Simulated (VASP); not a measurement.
# BN, band structure: which settings are enough?

BN, P6_3mc (no. 186), 4 atoms in the cell. TB-mBJ; PAW potentials N, B (PBE set). VASP 6.6.1.

Wanted: band energies at the path's corners within 0.1 eV; smallest gap over path and mesh within 0.05 eV.

What the run is for: bands; Accuracy asked: screening; Route: KPOINTS_OPT.

Band energies at the path's corners: counted from the valence top.

POSCAR:
```
BN
1.0
    2.5539396017      0.0000000000      0.0000000000
   -1.2769698009      2.2117765748      0.0000000000
    0.0000000000      0.0000000000      4.2268550000
N B
2 2
Direct
    0.3333333333      0.6666666667      0.1252760000
    0.6666666667      0.3333333333      0.6252760000
    0.3333333333      0.6666666667      0.4997240000
    0.6666666667      0.3333333333      0.9997240000
```

The series start from Plane-wave cutoff (eV): 460; k-point mesh: 8 × 8 × 4; k points a path segment: 12; Electronic threshold (eV): 1e-6; Precision mode (PREC): Accurate; Bands in all (NBANDS): 22; Aspherical gradient terms in the spheres (LASPH): yes. Each series keeps the choices made before it, and each single choice may use up half of a tolerance. Times cover all steps of a run.

## Plane-wave cutoff (eV)

| Plane-wave cutoff (eV) | Band energies at the path's corners, largest deviation (eV) | Smallest gap over path and mesh (eV) | Time (s) |
|---|---|---|---|
| 320 | 0.12 | 6.750 | 63 |
| 400 | 0.04 | 6.664 | 75 |
| 460 | 0.01 | 6.699 | 66 |
| 520 | 0.00 | 6.704 | 114 |
| 640 (reference) | 0.00 | 6.707 | 170 |

## k-point mesh

| k-point mesh | Band energies at the path's corners, largest deviation (eV) | Smallest gap over path and mesh (eV) | Time (s) |
|---|---|---|---|
| 3 × 3 × 2 | 0.06 | 6.715 | 56 |
| 4 × 4 × 2 | 0.02 | 6.703 | 44 |
| 5 × 5 × 3 | 0.00 | 6.700 | 45 |
| 6 × 6 × 4 | 0.00 | 6.699 | 53 |
| 8 × 8 × 4 | 0.00 | 6.699 | 66 |
| 10 × 10 × 5 | 0.00 | 6.699 | 59 |
| 12 × 12 × 7 (reference) | 0.00 | 6.699 | 81 |

## Electronic threshold (eV)

| Electronic threshold (eV) | Band energies at the path's corners, largest deviation (eV) | Smallest gap over path and mesh (eV) | Time (s) |
|---|---|---|---|
| 0.001 | 0.00 | 6.703 | 28 |
| 0.0001 | 0.00 | 6.703 | 31 |
| 1e-5 | 0.00 | 6.703 | 40 |
| 1e-6 | 0.00 | 6.703 | 41 |
| 1e-7 (reference) | 0.00 | 6.703 | 38 |

## Precision mode (PREC)

| Precision mode (PREC) | Band energies at the path's corners, largest deviation (eV) | Smallest gap over path and mesh (eV) | Time (s) |
|---|---|---|---|
| SingleN | 0.00 | 6.707 | 18 |
| Normal | 0.00 | 6.703 | 19 |
| Accurate (reference) | 0.00 | 6.703 | 28 |

## Bands in all (NBANDS)

| Bands in all (NBANDS) | Band energies at the path's corners, largest deviation (eV) | Smallest gap over path and mesh (eV) | Time (s) |
|---|---|---|---|
| 10 | 0.13 | 6.705 | 13 |
| 11 | 0.03 | 6.706 | 18 |
| 12 | 0.01 | 6.699 | 15 |
| 14 | 0.01 | 6.699 | 15 |
| 22 | 0.00 | 6.707 | 18 |
| 32 (reference) | 0.00 | 6.708 | 21 |

## Aspherical gradient terms in the spheres (LASPH)

| Aspherical gradient terms in the spheres (LASPH) | Band energies at the path's corners, largest deviation (eV) | Smallest gap over path and mesh (eV) | Time (s) |
|---|---|---|---|
| yes | 0.00 | 6.706 | 18 |
| no | 0.01 | 6.704 | 9.7 |

## Question

The rows run from the loosest to the tightest (no order: aspherical gradient terms in the spheres). For each series: choose the loosest value from which every tighter one stays within half of the tolerance; where there is no order, keep the first row unless others stay within half of the tolerance and take at least 30 % less time, and then take the fastest.

## Answer

- Plane-wave cutoff (eV): 460
- k-point mesh: 4 × 4 × 2
- Electronic threshold (eV): 0.001
- Precision mode (PREC): SingleN
- Bands in all (NBANDS): 11
- Aspherical gradient terms in the spheres (LASPH): no

Also changed on the way, by series that aren't shown: k points a path segment: 5.

## All choices together

| Input | Band energies at the path's corners, largest deviation (eV) | Smallest gap over path and mesh (eV) | Time (s) |
|---|---|---|---|
| the program's defaults (naive) | 0.04 | 6.664 | 20 |
| chosen settings | 0.05 | 6.704 | 9.7 |
| reference settings throughout | 0.00 | 6.707 | 638 |

The tolerance is met.

## The input

INCAR.step1:
```
ISMEAR = 0
SIGMA = 0.03
LWAVE = T
LCHARG = F
NBANDS = 11
PREC = SingleN
LASPH = F
LREAL = F
ALGO = Normal
EDIFF = 0.001
NELM = 120
GGA_COMPAT = F
ENCUT = 460
EFERMI = MIDGAP
GGA = PE
```

INCAR.step2, as INCAR.step1 but for:
```
- LWAVE = T
- GGA = PE
+ METAGGA = MBJ
+ LWAVE = F
+ LMIXTAU = T
+ ISTART = 1
```

KPOINTS:
```
Automatic mesh
0
Gamma
  4 4 2
  0 0 0
```

KPOINTS_OPT:
```
path GMKGALHA,LM,KH
5
line-mode
reciprocal
 0.0000000000  0.0000000000  0.0000000000  G
 0.5000000000  0.0000000000  0.0000000000  M

 0.5000000000  0.0000000000  0.0000000000  M
 0.3333333333  0.3333333333  0.0000000000  K

 0.3333333333  0.3333333333  0.0000000000  K
 0.0000000000  0.0000000000  0.0000000000  G

 0.0000000000  0.0000000000  0.0000000000  G
 0.0000000000  0.0000000000  0.5000000000  A

 0.0000000000  0.0000000000  0.5000000000  A
 0.5000000000  0.0000000000  0.5000000000  L

 0.5000000000  0.0000000000  0.5000000000  L
 0.3333333333  0.3333333333  0.5000000000  H

 0.3333333333  0.3333333333  0.5000000000  H
 0.0000000000  0.0000000000  0.5000000000  A

 0.5000000000  0.0000000000  0.5000000000  L
 0.5000000000  0.0000000000  0.0000000000  M

 0.3333333333  0.3333333333  0.0000000000  K
 0.3333333333  0.3333333333  0.5000000000  H
```

Commands (each step's output is kept before the next begins):
```
cat potpaw_PBE.64/N/POTCAR potpaw_PBE.64/B/POTCAR > POTCAR
cp INCAR.step1 INCAR
mpirun -np 1 vasp_std > vasp.out
cp INCAR.step2 INCAR
mpirun -np 1 vasp_std > vasp.out
```

The naive input happens to agree within the tolerance here, in 20 s.

The chosen input took VASP 6.6.1 9.7 s on 1 core (AMD EPYC 7R43 (Zen 3)), a shared host.
